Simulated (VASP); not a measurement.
# SrTiO3 (Tausonite) (Pm-3m) in VASP: notebook

Aim: see how the results for SrTiO3 (Tausonite) move with the level of theory and the settings. Levels: PBEsol, PBE. Tasks: relaxation of cell and atoms.

Everything below comes from runs of VASP 6.6.1. Logs are shortened: lines on timing, memory, paths and dates and some standing lists are left out, and cuts for length are marked.

### Step 1. Starting point

It takes space group Pm-3m (No. 221, cubic). The conventional cell has a = 3.862 Å, b = 3.862 Å, c = 3.862 Å, α = 90.00°, β = 90.00°, γ = 90.00°. Around Sr (site symmetry m-3m) lie 12 O at 2.73 Å. Ti (site symmetry m-3m) has 6 O at 1.93 Å as nearest neighbours. O (site symmetry 4/mmm) is surrounded by 2 Ti at 1.93 Å.

### Step 2. Relaxation of cell and atoms, PBEsol, target pressure 5 GPa, at which the enthalpy is minimised

The input, INCAR:

```
PREC = Accurate
ENCUT = 600
EDIFF = 1E-7
ISMEAR = 0
SIGMA = 0.03
LREAL = False
LASPH = True
NELM = 80
ALGO = Normal
ISIF = 3
LWAVE = False
LCHARG = False
GGA = PS
IBRION = 2
NSW = 90
EDIFFG = -0.005
PSTRESS = 50.0
```

The input, KPOINTS:

```
Automatic mesh
0
Gamma
  8 8 8
```

The input, POSCAR:

```
SrTiO3                                  
1.0
    3.8619321020      0.0000000000      0.0000000000
    0.0000000000      3.8619321020     -0.0000000000
    0.0000000000     -0.0000000000      3.8619321020
  Sr              Ti              O             
     1     1     3
Direct
     0.5000000000000000    0.5000000000000000    0.5000000000000000
     0.0000000000000000    0.0000000000000000    0.0000000000000000
     0.5000000000000000    0.0000000000000000    0.0000000000000000
     0.0000000000000000    0.5000000000000000    0.0000000000000000
     0.0000000000000000    0.0000000000000000    0.5000000000000000
```

Potentials or basis: VASP PAW PBE potentials, release 64 (Sr_sv, Ti_sv, O).

Run with:

```bash
> cat potpaw_PBE.64/Sr_sv/POTCAR potpaw_PBE.64/Ti_sv/POTCAR potpaw_PBE.64/O/POTCAR > POTCAR
> mpirun -np 1 vasp_std > vasp.out
```

OUTCAR:

```text
PREC = Accurate
   ENCUT = 600
   EDIFF = 1E-7
   ISMEAR = 0
   LREAL = False
   LASPH = True
   NELM = 80
   ISIF = 3
   GGA = PS
   IBRION = 2
   NSW = 90
   EDIFFG = -0.005
   PSTRESS = 50.0

 ion  position               nearest neighbor table
   1  0.500  0.500  0.500-   3 2.73   4 2.73   5 2.73   3 2.73   4 2.73   3 2.73   5 2.73   3 2.73
                             4 2.73   5 2.73   4 2.73   5 2.73   2 3.34   2 3.34   2 3.34   2 3.34
   2  0.000  0.000  0.000-   3 1.93   4 1.93   5 1.93   5 1.93   4 1.93   3 1.93   1 3.34   1 3.34
                             1 3.34   1 3.34   1 3.34   1 3.34   1 3.34   1 3.34
   3  0.500  0.000  0.000-   2 1.93   2 1.93   1 2.73   1 2.73   1 2.73   1 2.73
   4  0.000  0.500  0.000-   2 1.93   2 1.93   1 2.73   1 2.73   1 2.73   1 2.73
   5  0.000  0.000  0.500-   2 1.93   2 1.93   1 2.73   1 2.73   1 2.73   1 2.73

  LATTYP: Found a simple cubic cell.
 ALAT       =     3.8619321020

  Lattice vectors:

 A1 = (   3.8619321020,   0.0000000000,   0.0000000000)
 A2 = (   0.0000000000,   3.8619321020,   0.0000000000)
 A3 = (   0.0000000000,   0.0000000000,   3.8619321020)

Analysis of symmetry for initial positions (statically):
=====================================================================
 Subroutine PRICEL returns:
 Original cell was already a primitive cell.

 Routine SETGRP: Setting up the symmetry group for a
 simple cubic supercell.

 Subroutine GETGRP returns: Found 48 space group operations
 (whereof 48 operations were pure point group operations)
 out of a pool of 48 trial point group operations.

The static configuration has the point symmetry O_h .

Analysis of symmetry for dynamics (positions and initial velocities):
=====================================================================
 Subroutine PRICEL returns:
 Original cell was already a primitive cell.

 Routine SETGRP: Setting up the symmetry group for a
 simple cubic supercell.

 Subroutine GETGRP returns: Found 48 space group operations
 (whereof 48 operations were pure point group operations)
 out of a pool of 48 trial point group operations.

The dynamic configuration has the point symmetry O_h .

 Subroutine INISYM returns: Found 48 space group operations
 (whereof 48 operations are pure point group operations),
 and found     1 'primitive' translations

----------------------------------------------------------------------------------------

                                     Primitive cell

  volume of cell :      57.5989

  direct lattice vectors                    reciprocal lattice vectors
     3.861932102  0.000000000  0.000000000     0.258937748  0.000000000  0.000000000
     0.000000000  3.861932102  0.000000000     0.000000000  0.258937748  0.000000000
     0.000000000  0.000000000  3.861932102     0.000000000  0.000000000  0.258937748

  length of vectors
     3.861932102  3.861932102  3.861932102     0.258937748  0.258937748  0.258937748

  position of ions in fractional coordinates (direct lattice)
     0.500000000  0.500000000  0.500000000
     0.000000000  0.000000000  0.000000000
     0.500000000  0.000000000  0.000000000
     0.000000000  0.500000000  0.000000000
     0.000000000  0.000000000  0.500000000

  ion indices of the primitive-cell ions
   primitive index   ion index
                 1           1
                 2           2
                 3           3
                 4           4
                 5           5

----------------------------------------------------------------------------------------

 KPOINTS: Automatic mesh

Automatic generation of k-mesh.
 Grid dimensions read from file:
 generate k-points for:    8    8    8

 Generating k-lattice:

  Cartesian coordinates                     Fractional coordinates (reciprocal lattice)
     0.032367218  0.000000000  0.000000000     0.125000000  0.000000000  0.000000000
     0.000000000  0.032367218  0.000000000     0.000000000  0.125000000  0.000000000
     0.000000000  0.000000000  0.032367218     0.000000000  0.000000000  0.125000000

  Length of vectors
     0.032367218  0.032367218  0.032367218

  Shift w.r.t. Gamma in fractional coordinates (k-lattice)
     0.000000000  0.000000000  0.000000000

 Subroutine IBZKPT returns following result:
 ===========================================

 Found     35 irreducible k-points:

 Following reciprocal coordinates:
            Coordinates               Weight
  0.000000  0.000000  0.000000      1.000000
  0.125000  0.000000  0.000000      6.000000
  0.250000  0.000000  0.000000      6.000000
  0.375000  0.000000  0.000000      6.000000
  0.500000  0.000000  0.000000      3.000000
  0.125000  0.125000  0.000000     12.000000
[... 16 lines left out ...]
  0.375000  0.375000  0.125000     24.000000
  0.500000  0.375000  0.125000     24.000000
 [... further k-points ...]
   k-points           NKPTS =     35   k-points in BZ     NKDIM =     35   number of bands    NBANDS=     24
   number of dos      NEDOS =    301   number of ions     NIONS =      5
   total plane-waves  NPLWV =  32768
   dimension x,y,z NGX =    32 NGY =   32 NGZ =   32
   dimension x,y,z NGXF=    64 NGYF=   64 NGZF=   64
   ions per type =               1   1   3
   NGX,Y,Z   is equivalent  to a cutoff of  13.78, 13.78, 13.78 a.u.
   NGXF,Y,Z  is equivalent  to a cutoff of  27.55, 27.55, 27.55 a.u.
 SYSTEM =  unknown system
   PREC   = accura    normal or accurate (medium, high low for compatibility)
   ISTART =      0    job   : 0-new  1-cont  2-samecut
   ICHARG =      2    charge: 1-file 2-atom 10-const
   ISPIN  =      1    spin polarized calculation?
   LNONCOLLINEAR =      F non collinear calculations
   LSORBIT =      F    spin-orbit coupling
   LASPH  =      T    aspherical Exc in radial PAW
   ENCUT  =  600.0 eV  44.10 Ry    6.64 a.u.   7.71  7.71  7.71*2*pi/ulx,y,z
   NELM   =     80;   NELMIN=  2; NELMDL= -5     # of ELM steps
   EDIFF  = 0.1E-06   stopping-criterion for ELM
   LREAL  =      F    real-space projection
   EDIFFG = -.5E-02   stopping-criterion for IOM
   NSW    =     90    number of steps for IOM
   IBRION =      2    ionic relax: 0-MD 1-quasi-New 2-CG
   NFREE  =      1    steps in history (QN), initial steepest desc. (CG)
   ISIF   =      3    stress and relaxation
   ISYM   =      2    0-nonsym 1-usesym 2-fastsym
   POTIM  = 0.5000    time-step for ionic-motion
   TEBEG  =    0.0;   TEEND  =   0.0 temperature during run
   PSTRESS=   50.0 pullay stress
   NELECT =      40.0000    total number of electrons
   NUPDOWN=      -1.0000    fix difference up-down
   EMIN   =  10.00;   EMAX   =-10.00  energy-range for DOS
   EFERMI =   0.00;   METHOD = LEGACY
   ISMEAR =     0;   SIGMA  =   0.03  broadening in eV -4-tet -1-fermi 0-gaus
   EFERMI_NEDOS =   21; number of points for ismear=-14 and -15
   IALGO  =     38    algorithm
   IMIX   =      4    mixing-type and parameters
     AMIX     =   0.40;   BMIX     =  1.00
     AMIX_MAG =   1.60;   BMIX_MAG =  1.00
  volume/ion in A,a.u.               =      11.52        77.74
  Fermi-wavevector in a.u.,A,eV,Ry     =   1.449740  2.739612 28.596001  2.101747
  Thomas-Fermi vector in A             =   2.567432
   LORBIT       =      0    0 simple, 1 ext, 2 COOP (PROOUT), +10 PAW based schemes
   GGA     = PS    functional components
   LHFCALC =     F    Hartree Fock is set to
   AEXX    =    0.0000 exact exchange contribution
   IVDW    =     0    specifies the selected vdW correction
   LEPSILON=     F    determine dielectric tensor
   LRPA    =     F    only Hartree local field effects (RPA)
 conjugate gradient relaxation of ions
 non-spin polarized calculation
 Gauss-broadening in eV      SIGMA  =   0.03
  energy-cutoff  :      600.00
  volume of cell :       57.60
 maximum number of plane-waves:      1937
 NGX is ok and might be reduce to    32
   NGX = 15   NGY = 15   NGZ = 15

 number of electron      39.9999995 magnetization

 Free energy of the ion-electron system (eV)
  ---------------------------------------------------
  ext. energy  EPLUGINS =         0.00000000
  ---------------------------------------------------
  free energy    TOTEN  =       -41.99640942 eV

  energy without entropy =      -41.99640942  energy(sigma->0) =      -41.99640942

 E-fermi :   4.5959     XC(G=0): -11.7177

 val. band max:        4.3010997252   @ k =   0.5000   0.5000   0.5000
 cond. band min:       6.1596224274   @ k =   0.0000   0.0000   0.0000
 fundamental gap:      1.8585227022
 Fermi energy:         4.5959238150

 k-point     1 :       0.0000    0.0000    0.0000
  band No.  band energies     occupation
      1     -51.7614      2.00000
      2     -28.2451      2.00000
      3     -28.1477      2.00000
      4     -28.1477      2.00000
      5     -28.1477      2.00000
      6     -13.1807      2.00000
[... 16 lines left out ...]
     23       6.1596      0.00000
     24       8.8692      0.00000

 k-point     2 :       0.1250    0.0000    0.0000
  band No.  band energies     occupation
      1     -51.7611      2.00000
      2     -28.2663      2.00000
      3     -28.1472      2.00000
      4     -28.1472      2.00000
      5     -28.1348      2.00000
      6     -13.1885      2.00000
[... 16 lines left out ...]
     23       6.5424      0.00000
     24       8.8800      0.00000

 k-point     3 :       0.2500    0.0000    0.0000
  band No.  band energies     occupation
      1     -51.7604      2.00000
      2     -28.3083      2.00000
      3     -28.1459      2.00000
      4     -28.1459      2.00000
      5     -28.1125      2.00000
      6     -13.2638      2.00000
[... 16 lines left out ...]
     23       7.3112      0.00000
     24       8.8923      0.00000
[... 514 lines left out ...]
 k-point    23 :       0.3750    0.3750    0.1250
  band No.  band energies     occupation
      1     -51.7578      2.00000
      2     -28.2709      2.00000
      3     -28.2181      2.00000
      4     -28.1566      2.00000
      5     -28.1410      2.00000
      6     -12.7482      2.00000
[... 16 lines left out ...]
     23       8.4650      0.00000
     24      10.3629      0.00000

 k-point    24 :       0.5000    0.3750    0.1250
  band No.  band energies     occupation
      1     -51.7576      2.00000
      2     -28.2631      2.00000
      3     -28.2176      2.00000
      4     -28.1601      2.00000
      5     -28.1538      2.00000
      6     -12.6542      2.00000
[... 16 lines left out ...]
     23       8.6262      0.00000
     24      10.3962      0.00000

 [... further k-points ...]

------------------------ aborting loop because EDIFF is reached ----------------------------------------

  FORCE on cell =-STRESS in cart. coord.  units (eV):
  Direction    XX          YY          ZZ          XY          YZ          ZX
  --------------------------------------------------------------------------------------
  -------------------------------------------------------------------------------------
  Total        1.7872524      1.7872524      1.7872524      0.0000000      0.0000000     -0.0000000
  in kB       49.7144421     49.7144421     49.7144421      0.0000000      0.0000000     -0.0000000
  external PRESSURE =      -0.2855579 kB  Pullay stress =      50.0000000 kB

 VOLUME and BASIS-vectors are now :
 -----------------------------------------------------------------------------
  energy-cutoff  :      600.00
  volume of cell :       57.60
      direct lattice vectors                 reciprocal lattice vectors
     3.861932102  0.000000000  0.000000000     0.258937748  0.000000000  0.000000000
     0.000000000  3.861932102  0.000000000     0.000000000  0.258937748  0.000000000
     0.000000000  0.000000000  3.861932102     0.000000000  0.000000000  0.258937748

 POSITION                                       TOTAL-FORCE (eV/Angst)
 -----------------------------------------------------------------------------------
      1.93097      1.93097      1.93097         0.000000      0.000000      0.000000
      0.00000      0.00000      0.00000         0.000000      0.000000      0.000000
      1.93097      0.00000      0.00000         0.000000      0.000000      0.000000
      0.00000      1.93097      0.00000         0.000000      0.000000      0.000000
      0.00000      0.00000      1.93097         0.000000      0.000000      0.000000
 -----------------------------------------------------------------------------------
    total drift:                                0.000000      0.000000     -0.000000

  FREE ENERGIE OF THE ION-ELECTRON SYSTEM (eV)
  ---------------------------------------------------
  free  energy   TOTEN  =       -41.9964094163 eV

  energy  without entropy=      -41.9964094163  energy(sigma->0) =      -41.99640942

  enthalpy is  TOTEN    =       -40.1988911017 eV   P V=        1.7975183145

 reached required accuracy - stopping structural energy minimisation
```

Run time: 41 s. Hardware: 1 thread of Intel Xeon Platinum 8375C at 2.90GHz (Ice Lake), shared host; peak memory 0.22 GiB.

Results:

* Free energy: -41.9964 eV
* Pressure after relaxing: 5.0 GPa
* Band gap on the k mesh: 1.86 eV, indirect (least direct gap 2.20 eV)

Final structure:
```
CELL_PARAMETERS angstrom
3.86193 0.00000 0.00000
0.00000 3.86193 0.00000
0.00000 0.00000 3.86193
ATOMIC_POSITIONS crystal
Sr 0.50000 0.50000 0.50000
Ti 0.00000 0.00000 0.00000
O 0.50000 0.00000 0.00000
O 0.00000 0.50000 0.00000
O 0.00000 0.00000 0.50000
```

Caveat: the relaxation stopped at its first step, so nothing moved; the cell is relaxed towards a set pressure, so the enthalpy falls and the energy may rise; the PAW data sets were made with another functional, which shifts forces and pressure a little. A k mesh can miss the band edges.

### Step 3. Relaxation of cell and atoms, PBEsol

This run uses another cell than the first one, of 11.91 Å³/atom, 1.034 times its volume.

Changes to INCAR since step 2:

```diff
@@ -2,3 +2,3 @@
 ENCUT = 600
-EDIFF = 1E-7
+EDIFF = 1E-6
 ISMEAR = 0
@@ -15,3 +15,3 @@
 NSW = 90
-EDIFFG = -0.005
-PSTRESS = 50.0
+EDIFFG = -0.01
+KPAR = 4
```

KPOINTS is that of step 2.

The input, POSCAR:

```
SrTiO3
1.0
    3.9052800000      0.0000000000      0.0000000000
    0.0000000000      3.9052800000      0.0000000000
    0.0000000000      0.0000000000      3.9052800000
Sr Ti O
1 1 3
Direct
    0.5000000000      0.5000000000      0.5000000000
    0.0000000000      0.0000000000      0.0000000000
    0.5000000000      0.0000000000      0.0000000000
    0.0000000000      0.5000000000      0.0000000000
    0.0000000000      0.0000000000      0.5000000000
```

Potentials or basis: VASP PAW PBE potentials, release 64 (Sr_sv, Ti_sv, O).

Run with:

```bash
> cat potpaw_PBE.64/Sr_sv/POTCAR potpaw_PBE.64/Ti_sv/POTCAR potpaw_PBE.64/O/POTCAR > POTCAR
> mpirun -np 4 vasp_std > vasp.out
```

Wall time 20 s (4 MPI ranks of Intel Xeon 6975P-C (Granite Rapids), shared host); peak memory 0.23 GiB.

Results (log left out):

* Free energy: -42.0233 eV
* Relaxed volume: 11.82 Å³/atom
* Relaxed cell: a = 3.895 Å, b = 3.895 Å, c = 3.895 Å, α = 90.00°, β = 90.00°, γ = 90.00°
* Space group after relaxing (to 0.05 Å): Pm-3m (No. 221)
* Energy gained by relaxing: 0.5 meV/atom
* Ionic steps: 3
* Pressure after relaxing: 0.0 GPa
* Band gap on the k mesh: 1.82 eV, indirect (least direct gap 2.17 eV)

Step by step:
| step | energy change (eV) | largest force (eV/Å) | pressure (GPa) | volume (Å³) |
| --- | --- | --- | --- | --- |
| 1 | 0.0000 | 0.0000 | -1.52 | 59.56 |
| 2 | 0.0001 | 0.0000 | 1.55 | 58.59 |
| 3 | -0.0023 | 0.0000 | -0.01 | 59.08 |

Final structure:
```cif
data_structure
_symmetry_space_group_name_H-M 'P 1'
_symmetry_Int_Tables_number 1
_cell_length_a 3.8947
_cell_length_b 3.8947
_cell_length_c 3.8947
_cell_angle_alpha 90.000
_cell_angle_beta 90.000
_cell_angle_gamma 90.000
_cell_volume 59.08
loop_
_atom_site_label
_atom_site_type_symbol
_atom_site_fract_x
_atom_site_fract_y
_atom_site_fract_z
_atom_site_occupancy
Sr1 Sr 0.50000 0.50000 0.50000 1
Ti1 Ti 0.00000 0.00000 0.00000 1
O1 O 0.50000 0.00000 0.00000 1
O2 O 0.00000 0.50000 0.00000 1
O3 O 0.00000 0.00000 0.50000 1
```

Levels at points of the mesh, in eV from the valence-band top:
```tsv
k point	band 18	band 19	band 20	band 21	band 22	band 23
(0.00, 0.00, 0.00)	-0.35	-0.35	-0.35	1.82	1.82	1.82
(0.50, 0.00, 0.00)	-2.06	-0.74	-0.74	2.00	3.82	3.82
(0.50, 0.50, 0.00)	-1.60	-1.60	-0.10	3.83	3.83	4.28
(0.50, 0.50, 0.50)	0.00	0.00	0.00	4.52	4.52	4.52
```

Caveat: the PAW data sets were made with another functional, which shifts forces and pressure a little.

(Continued in part 2 of 2.)
